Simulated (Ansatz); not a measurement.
# NiPt2: the cost of one run

Computed with Ansatz 0.2.0 (DFT PBE, scalar-relativistic, plane waves, PAW, unless a step's input says otherwise).

1 further run of the same task is left out (it didn't finish).

## 1. The structure to begin with

Symmetry: P-3m1, No. 164, trigonal system. The conventional cell has a = 2.711 Å, b = 2.711 Å, c = 6.640 Å, α = 90.00°, β = 90.00°, γ = 120.00°. Ni (site symmetry -3m) is surrounded by 6 Pt at 2.71 Å and 6 Ni at 2.71 Å. Pt (site symmetry 3m) is surrounded by 3 Ni at 2.71 Å and 9 Pt at 2.71 Å.

Coordinates:

```
CELL_PARAMETERS angstrom
2.71066 0.00000 0.00000
-1.35533 2.34750 0.00000
0.00000 0.00000 6.63974
ATOMIC_POSITIONS crystal
Ni 0.00000 0.00000 0.50000
Pt 0.66667 0.33333 0.83333
Pt 0.33333 0.66667 0.16667
```

The start is an ordering of an alloy on its end members' structure types: elements ordered on the sites of the Co type, Ni/Pt on Co (P-3m1, No. 164).

## 2. A first look at the guess

Contents of input.yaml:

```yaml
crystal:
  lattice:
    - [2.71066129, 0.0, 0.0]
    - [-1.35533064, 2.34750154, 0.0]
    - [0.0, 0.0, 6.63973702]
  atoms:
    - { symbol: Ni, position: [0.0, 0.0, 0.5], spin: 2.0 }
    - { symbol: Pt, position: [0.66666667, 0.33333333, 0.83333333] }
    - { symbol: Pt, position: [0.33333333, 0.66666667, 0.16666667] }
basis:
  ecutwfc: 420
kpoints:
  mp_grid: { grid: [6, 6, 4] }
hamiltonian:
  xc: pbe
scf:
  occupations: { method: gaussian, width: 0.1 }
  lower_state_search: "off"
output:
  forces: true
  stress: true
  eigenvalues: true
  populations: true
magnetization:
  spin_polarized: true
```

Run with:

```
> ansatz run input.yaml --threads 1 --pin off --max-ram 2560MiB --backend cpu --events-out ev --progress --plain --runs-dir out
```

What time and memory should one allow on 1 thread of Arm Neoverse V2, shared host?

About 6.9 s, with a peak of 0.33 GiB.
